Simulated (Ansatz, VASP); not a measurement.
# Sn23PO48 (P_Sn): VASP beside Ansatz, part 2 of 3

Aim: how closely do two programs agree when they are given the same cell, functional and k mesh? Of the first pair: The structure shown is the start of the Ansatz relaxation below; VASP solves that cell, so the two are compared at the walk's first step.

VASP 6.6.1 and Ansatz 0.2.0.

So far: Set-up; Ansatz: relaxation, r2SCAN.

## 3. VASP: single point, r2SCAN, start cell, pair 1

Level of this step: r2SCAN; plane waves and PAW (Sn_d, O, P) (VASP).

The same cell, functional and mesh now go to VASP, with its own data sets.

Lines of VASP's logs that name or quote its potential files are left out, and so is its time.

INCAR

```
SYSTEM = Sn23PO48
PREC = Accurate
ENCUT = 580
EDIFF = 1E-06
NELM = 120
ISMEAR = 0
SIGMA = 0.01
LREAL = Auto
ALGO = Normal
METAGGA = R2SCAN
LASPH = .TRUE.
NELECT = 616
NBANDS = 360
LORBIT = 11
LWAVE = .FALSE.
LCHARG = .FALSE.
ISIF = 2
ISYM = 0
GGA_COMPAT = .FALSE.
EFERMI = MIDGAP
LMIXTAU = .TRUE.
NCORE = 2
```

POSCAR

```
Sn23PO48
1.0
    9.5155030731      0.0000000000      0.0000000000
    0.0000000000      9.5155030731      0.0000000000
    0.0000000000      0.0000000000      9.6020443945
Sn O P
23 48 1
Direct
    0.2489105391      0.2478470115      0.1712923761
    0.9956904013      0.0026184638      0.0014637508
    0.2493000088      0.2462824069      0.4963858533
    0.0015615570      0.9984287746      0.3380551960
    0.2522455178      0.2522938600      0.8292107048
    0.0034972402      0.0004865744      0.6705230402
    0.2529064393      0.7487646155      0.1625048725
    0.9950908534      0.4986659101      0.0013038890
    0.2452055327      0.7516046125      0.5014184274
    0.0044608256      0.4976190921      0.3319169199
    0.2540588744      0.7469344443      0.8320266676
    0.9996501499      0.5042988230      0.6636924115
    0.7481013821      0.2534654218      0.1632341963
    0.4974410668      0.9988502973      0.9955969793
    0.7504233823      0.2523571252      0.4953650290
    0.5029575382      0.9979492414      0.3371274769
    0.7525732423      0.2454430399      0.8338016021
    0.4987989561      0.0003768587      0.6616110840
    0.7491120485      0.7475411384      0.1621496356
    0.5043179497      0.5020193849      0.9978092165
    0.7468028695      0.7460405346      0.5012964742
    0.4956188825      0.4996555582      0.3361879895
    0.7487487467      0.7519866207      0.8286748814
    0.1018248844      0.4010126391      0.1675360927
    0.4082137298      0.0971479903      0.1663312451
    0.1511391451      0.1578187710      0.9991382044
    0.3472753857      0.3457918068      0.0050549652
    0.0984455570      0.4067978298      0.4967191156
    0.3996416134      0.0937138051      0.4976684968
    0.1547273947      0.1482989380      0.3317062356
    0.3428510269      0.3441405015      0.3319975277
    0.0934555949      0.4061886135      0.8354339629
    0.4046491258      0.0926195907      0.8310398986
    0.1572789151      0.1551316823      0.6645906578
    0.3458498174      0.3464138443      0.6616288927
    0.1020537740      0.9035712494      0.1680675420
    0.3987333061      0.5939500998      0.1662555321
    0.1543178525      0.6488646951      0.9970381308
    0.3429723027      0.8459330987      0.9968729576
    0.1008585666      0.9065673074      0.4998942728
    0.3991234064      0.5960722157      0.4965831029
    0.1566538299      0.6567194558      0.3333770256
    0.3484943439      0.8467870735      0.3283385153
    0.1017805357      0.9008356084      0.8326550755
    0.4025056763      0.5963080414      0.8281960251
    0.1493213747      0.6565492073      0.6678753749
    0.3476821955      0.8425012255      0.6641041989
    0.5940361699      0.4025088291      0.1709223508
    0.9023535523      0.0942502980      0.1622895017
    0.6536366971      0.1581746113      0.0003047268
    0.8465895012      0.3521695043      0.0009855193
    0.5937551548      0.4069310861      0.4989071913
    0.8982563438      0.0952188227      0.4985626814
    0.6487947040      0.1513536372      0.3306105314
    0.8454530400      0.3497730992      0.3374903163
    0.5998229370      0.4072611790      0.8345058272
    0.9062918622      0.0998777461      0.8362170253
    0.6567655911      0.1558862404      0.6688192364
    0.8426207147      0.3466299127      0.6638598759
    0.5961644861      0.9035167068      0.1717744610
    0.9062278614      0.5936658269      0.1690322324
    0.6497500923      0.6495467399      0.0023253381
    0.8521001925      0.8457555989      0.0005137448
    0.6021997950      0.9036845382      0.5005951652
    0.8988371854      0.6002091488      0.5006294287
    0.6557667999      0.6547053742      0.3373938785
    0.8474314955      0.8474231933      0.3385105157
    0.5974065645      0.9057876324      0.8377135816
    0.9025907442      0.6022445641      0.8338388859
    0.6541399811      0.6532335655      0.6615965037
    0.8513124254      0.8449657299      0.6688835977
    0.4970962611      0.5023461149      0.6703313102
```

KPOINTS

```
Points of the shifted mesh
1
Reciprocal
 0.2500000000  0.2500000000  0.2500000000 1
```

Potentials, in the order of the species: Sn_d, O and P (PBE family, release 64).

Launch:

```sh
$ mpirun -np 8 vasp_std
```

Numbers of over 12 decimals in the logs are rounded to 6 here.

What it wrote:

```text
[banner, memory and clock lines left out]
running    8 mpi-ranks, on    1 nodes
[...]
|                                                                             |
|               ----> ADVICE to this user running VASP <----                  |
|                                                                             |
|     You enforced a specific xc type in the INCAR file but a different       |
|     [... a line on the potential file left out ...]
|     I HOPE YOU KNOW WHAT YOU ARE DOING!                                     |
|                                                                             |

 LDA part: xc-table for (None), standard interpolation
 POSCAR, INCAR and KPOINTS ok, starting setup
[...]
entering main loop
       N       E                     dE             d eps       ncg     rms          rms(c)
DAV:   1     0.141766413307E+05    0.14177E+05   -0.25115E+05   720   0.293E+03
DAV:   2     0.258625560647E+04   -0.11590E+05   -0.11128E+05   720   0.932E+02
DAV:   3    -0.749575266872E+03   -0.33358E+04   -0.31576E+04   768   0.374E+02
DAV:   4    -0.119062525041E+04   -0.44105E+03   -0.43138E+03   832   0.143E+02
DAV:   5    -0.121283087300E+04   -0.22206E+02   -0.21913E+02   872   0.313E+01BRMIX: very serious problems
 the old and the new charge density differ
 old charge density:   615.00000 new  616.00000
    0.545E+01
DAV:   6    -0.106834299650E+04    0.14449E+03   -0.19555E+02  1064   0.700E+01    0.244E+01
DAV:   7    -0.991073960503E+03    0.77269E+02   -0.41843E+01  1024   0.220E+01    0.123E+01
DAV:   8    -0.105083097474E+04   -0.59757E+02   -0.14562E+01   992   0.162E+01    0.564E+00
DAV:   9    -0.978445296960E+03    0.72386E+02   -0.94528E+00   912   0.927E+00    0.265E+00
[...]
DAV:  24    -0.986956193545E+03   -0.81064E-05   -0.10388E-05   648   0.117E-02    0.229E-03
DAV:  25    -0.986956196856E+03   -0.33115E-05   -0.41637E-06   616   0.731E-03    0.290E-03
DAV:  26    -0.986956197456E+03   -0.59970E-06   -0.51075E-07   440   0.349E-03
   1 F= -.98695620E+03 E0= -.98695620E+03  d E =0.000000E+00
```

From OUTCAR (step 3):

```text
 POSITION                                       TOTAL-FORCE (eV/Angst)
 -----------------------------------------------------------------------------------
      2.36851      2.35839      1.64476         0.792377     -0.360239     -2.075343
      9.47450      0.02492      0.01406         2.006955     -0.681273      0.020353
      2.37221      2.34350      4.76632         0.206566      1.055687      0.532730
      0.01486      9.50055      3.24602        -0.713967     -0.410387     -1.488391
      2.40024      2.40070      7.96212         0.145674      0.644460      1.392178
      0.03328      0.00463      6.43839        -0.290094     -0.163179     -0.623777
      2.40653      7.12487      1.56038        -0.586787      0.036613      0.698940
      9.46879      4.74506      0.01252         1.430667      0.751393     -0.537629
      2.33325      7.15190      4.81464         1.281814     -0.757419     -0.999977
      0.04245      4.73510      3.18708        -0.182924      0.854506      0.404679
      2.41750      7.10746      7.98916        -0.876457     -0.030457     -0.033738
      9.51217      4.79866      6.37280        -0.680019     -0.572424      0.739450
      7.11856      2.41185      1.56738         0.070226     -0.330229      1.324907
      4.73340      9.50456      9.55977         0.124593      0.458475      2.111238
[...]
-----------------------------------------------------------------------------------
    total drift:                                0.003982      0.004861     -0.014712

  FREE ENERGIE OF THE ION-ELECTRON SYSTEM (eV)
  ---------------------------------------------------
  free  energy   TOTEN  =      -986.9561974560 eV

  energy  without entropy=     -986.9561974560  energy(sigma->0) =     -986.95619746
```

The run ends at a pressure of 4.31 GPa, with forces up to 2.3 eV/Å.

## 4. Side by side

Known differences besides the potentials themselves: VASP keeps PBE cores, Ansatz makes them for the functional; fixed occupations in Ansatz, narrow Gaussian smearing in VASP; the cutoff is 500 eV in Ansatz and 580 eV in VASP (PREC = Accurate, projectors in real space). Total energies have different zeros and are not compared.

Forces on 10 of the 72 atoms, those with the largest forces and the largest differences (eV/Å; atoms numbered as in POSCAR):

```tsv
atom	Ansatz x, y, z	VASP x, y, z
Sn1	0.768, -0.347, -2.031	0.792, -0.360, -2.075
Sn2	1.943, -0.649, 0.060	2.007, -0.681, 0.020
Sn9	1.263, -0.740, -0.992	1.282, -0.757, -1.000
Sn14	0.108, 0.442, 2.049	0.125, 0.458, 2.111
Sn17	-0.679, 1.646, -0.610	-0.690, 1.698, -0.601
Sn19	0.202, 0.536, 1.898	0.213, 0.535, 1.941
Sn20	-1.560, -1.383, 0.430	-1.612, -1.419, 0.419
O35	0.464, 0.445, 0.365	0.535, 0.516, 0.357
O49	-0.508, 0.744, 1.152	-0.551, 0.789, 1.210
O70	-0.868, -0.415, 1.254	-0.959, -0.498, 1.287
```

The forces differ by 29 meV/Å r.m.s., which is 4.3 % of the r.m.s. force of 0.687 eV/Å (both taken over all components). The cell carries a charge of -1 e against a uniform background, so its pressure also hangs on how the neutralising background is counted, and in a defect's cell a gap may be the spacing between its levels.

## 5. Ansatz: relaxation, r2SCAN

This run makes the geometry at which the two programs are then compared.

The structure compared here is the end of the Ansatz relaxation.

input.yaml

```yaml
crystal:
  lattice:
    - [9.51550307, 0.0, 0.0]
    - [0.0, 9.51550307, 0.0]
    - [0.0, 0.0, 9.60204439]
  atoms:
    - { symbol: Sn, position: [0.25, 0.25, 0.16666667] }
    - { symbol: Sn, position: [0.0, 0.0, 0.0] }
    - { symbol: O, position: [0.09702862, 0.40297138, 0.16666667] }
    - { symbol: O, position: [0.40297138, 0.09702862, 0.16666667] }
    - { symbol: O, position: [0.15297138, 0.15297138, 0.0] }
    - { symbol: O, position: [0.34702862, 0.34702862, 0.0] }
    - { symbol: Sn, position: [0.25, 0.25, 0.5] }
    - { symbol: Sn, position: [0.0, 0.0, 0.33333333] }
    - { symbol: O, position: [0.09702862, 0.40297138, 0.5] }
    - { symbol: O, position: [0.40297138, 0.09702862, 0.5] }
    - { symbol: O, position: [0.15297138, 0.15297138, 0.33333333] }
    - { symbol: O, position: [0.34702862, 0.34702862, 0.33333333] }
    - { symbol: Sn, position: [0.25, 0.25, 0.83333333] }
    - { symbol: Sn, position: [0.0, 0.0, 0.66666667] }
    - { symbol: O, position: [0.09702862, 0.40297138, 0.83333333] }
    - { symbol: O, position: [0.40297138, 0.09702862, 0.83333333] }
    - { symbol: O, position: [0.15297138, 0.15297138, 0.66666667] }
    - { symbol: O, position: [0.34702862, 0.34702862, 0.66666667] }
    - { symbol: Sn, position: [0.25, 0.75, 0.16666667] }
    - { symbol: Sn, position: [0.0, 0.5, 0.0] }
    - { symbol: O, position: [0.09702862, 0.90297138, 0.16666667] }
    - { symbol: O, position: [0.40297138, 0.59702862, 0.16666667] }
    - { symbol: O, position: [0.15297138, 0.65297138, 0.0] }
    - { symbol: O, position: [0.34702862, 0.84702862, 0.0] }
    - { symbol: Sn, position: [0.25, 0.75, 0.5] }
    - { symbol: Sn, position: [0.0, 0.5, 0.33333333] }
    - { symbol: O, position: [0.09702862, 0.90297138, 0.5] }
    - { symbol: O, position: [0.40297138, 0.59702862, 0.5] }
    - { symbol: O, position: [0.15297138, 0.65297138, 0.33333333] }
    - { symbol: O, position: [0.34702862, 0.84702862, 0.33333333] }
    - { symbol: Sn, position: [0.25, 0.75, 0.83333333] }
    - { symbol: Sn, position: [0.0, 0.5, 0.66666667] }
    - { symbol: O, position: [0.09702862, 0.90297138, 0.83333333] }
    - { symbol: O, position: [0.40297138, 0.59702862, 0.83333333] }
    - { symbol: O, position: [0.15297138, 0.65297138, 0.66666667] }
    - { symbol: O, position: [0.34702862, 0.84702862, 0.66666667] }
    - { symbol: Sn, position: [0.75, 0.25, 0.16666667] }
    - { symbol: Sn, position: [0.5, 0.0, 0.0] }
    - { symbol: O, position: [0.59702862, 0.40297138, 0.16666667] }
    - { symbol: O, position: [0.90297138, 0.09702862, 0.16666667] }
    - { symbol: O, position: [0.65297138, 0.15297138, 0.0] }
    - { symbol: O, position: [0.84702862, 0.34702862, 0.0] }
    - { symbol: Sn, position: [0.75, 0.25, 0.5] }
    - { symbol: Sn, position: [0.5, 0.0, 0.33333333] }
    - { symbol: O, position: [0.59702862, 0.40297138, 0.5] }
    - { symbol: O, position: [0.90297138, 0.09702862, 0.5] }
    - { symbol: O, position: [0.65297138, 0.15297138, 0.33333333] }
    - { symbol: O, position: [0.84702862, 0.34702862, 0.33333333] }
    - { symbol: Sn, position: [0.75, 0.25, 0.83333333] }
    - { symbol: Sn, position: [0.5, 0.0, 0.66666667] }
    - { symbol: O, position: [0.59702862, 0.40297138, 0.83333333] }
    - { symbol: O, position: [0.90297138, 0.09702862, 0.83333333] }
    - { symbol: O, position: [0.65297138, 0.15297138, 0.66666667] }
    - { symbol: O, position: [0.84702862, 0.34702862, 0.66666667] }
    - { symbol: Sn, position: [0.75, 0.75, 0.16666667] }
    - { symbol: Sn, position: [0.5, 0.5, 0.0] }
    - { symbol: O, position: [0.59702862, 0.90297138, 0.16666667] }
    - { symbol: O, position: [0.90297138, 0.59702862, 0.16666667] }
    - { symbol: O, position: [0.65297138, 0.65297138, 0.0] }
    - { symbol: O, position: [0.84702862, 0.84702862, 0.0] }
    - { symbol: Sn, position: [0.75, 0.75, 0.5] }
    - { symbol: Sn, position: [0.5, 0.5, 0.33333333] }
    - { symbol: O, position: [0.59702862, 0.90297138, 0.5] }
    - { symbol: O, position: [0.90297138, 0.59702862, 0.5] }
    - { symbol: O, position: [0.65297138, 0.65297138, 0.33333333] }
    - { symbol: O, position: [0.84702862, 0.84702862, 0.33333333] }
    - { symbol: Sn, position: [0.75, 0.75, 0.83333333] }
    - { symbol: P, position: [0.5, 0.5, 0.66666667] }
    - { symbol: O, position: [0.59702862, 0.90297138, 0.83333333] }
    - { symbol: O, position: [0.90297138, 0.59702862, 0.83333333] }
    - { symbol: O, position: [0.65297138, 0.65297138, 0.66666667] }
    - { symbol: O, position: [0.84702862, 0.84702862, 0.66666667] }
  host:
    repeats: [2, 2, 3]
    atoms:
      - { symbol: Sn, position: [0.5, 0.5, 0.5] }
      - { symbol: Sn, position: [0.0, 0.0, 0.0] }
      - { symbol: O, position: [0.19405723, 0.80594277, 0.5] }
      - { symbol: O, position: [0.80594277, 0.19405723, 0.5] }
      - { symbol: O, position: [0.30594277, 0.30594277, 0.0] }
      - { symbol: O, position: [0.69405723, 0.69405723, 0.0] }
total_charge: -1
basis:
  ecutwfc: 500
  xc_grid: 2
hamiltonian:
  xc: r2scan
  pseudopotentials: { kind: paw, azcp: { folder: soft_1 } }
kpoints:
  mp_grid: { grid: [1, 1, 1], shift: [0.25, 0.25, 0.25] }
scf:
  occupations: { method: fixed }
  max_iter: 100
output:
  forces: true
  charged_corrections:
    epsilon: [4.6, 4.6, 4.91]
    static_epsilon: [13.48, 13.48, 10.42]
    defect_position: [0.5, 0.5, 0.666667]
relax:
  f_tol: 0.02
  max_steps: 80
  random_displacement: { amplitude: 0.05, seed: 8391 }
checkpoint:
  write: "../qm1.relax.run"
  compress: false
  write_wavefunctions: true
  write_every: 100000
```

Launch:

```sh
$ ansatz run input.yaml --threads 8 --pin off --max-ram 15073MiB --backend cpu --events-out ev --progress --plain --runs-dir out
```

What it wrote:

```text
[...]
Crystal: 72 atoms, lattice volume = 869.415 Å³
Basis set: ecut = 500 eV, 22119 PW (Γ), exchange–correlation on 144×144×144 points (8 copies of the dense FFT grid, shifted against one another)
Bands: 380, of which v1, the nominal top of the filled ones, is band 308 counted from 1 (307 counted from 0)
Symmetry: 1 space group operations
k-points: 1
[...]
SCF iter   1: F=—  HF=-166938.561546 eV  |F-HF|=—  |Δ(HF+E_count)|=         —  Δρ=8.20e-2  dr2=5.56e1  dr2_τ=6.18e0  ethr=3.10e-3  ⟨swp⟩=5.0  Hψ=1234  notcnv=0  defer=69
[...]
- { symbol: Sn, position: [0.500109, 0.500088, -0.00617957] }
[...]
- { symbol: Sn, position: [0.744953, 0.744974, 0.501134] }
    - { symbol: Sn, position: [0.500092, 0.500136, 0.338907] }
[...]
- { symbol: Sn, position: [0.745070, 0.745093, 0.831490] }
    - { symbol: P, position: [0.500058, 0.500107, 0.666333] }
    - { symbol: O, position: [0.595532, 0.900453, 0.832210] }
    - { symbol: O, position: [0.900399, 0.595526, 0.832173] }
    - { symbol: O, position: [0.634568, 0.634597, 0.666011] }
    - { symbol: O, position: [0.841996, 0.842011, 0.666528] }
```

(Part 2 of 3 ends here.)

[Lines on the potential files, build, host, timing and source positions are cut from VASP's logs without a mark.]

[Logs are printed without paths, hosts, clocks, repeated set-up lines and the standing remarks that a program may print on its own settings, such as how far it seeks lower states.]

[Hosts, paths, dates, database ids (printed as entryN), source tags and the programs' standing remarks are cut or masked in the printed files.]
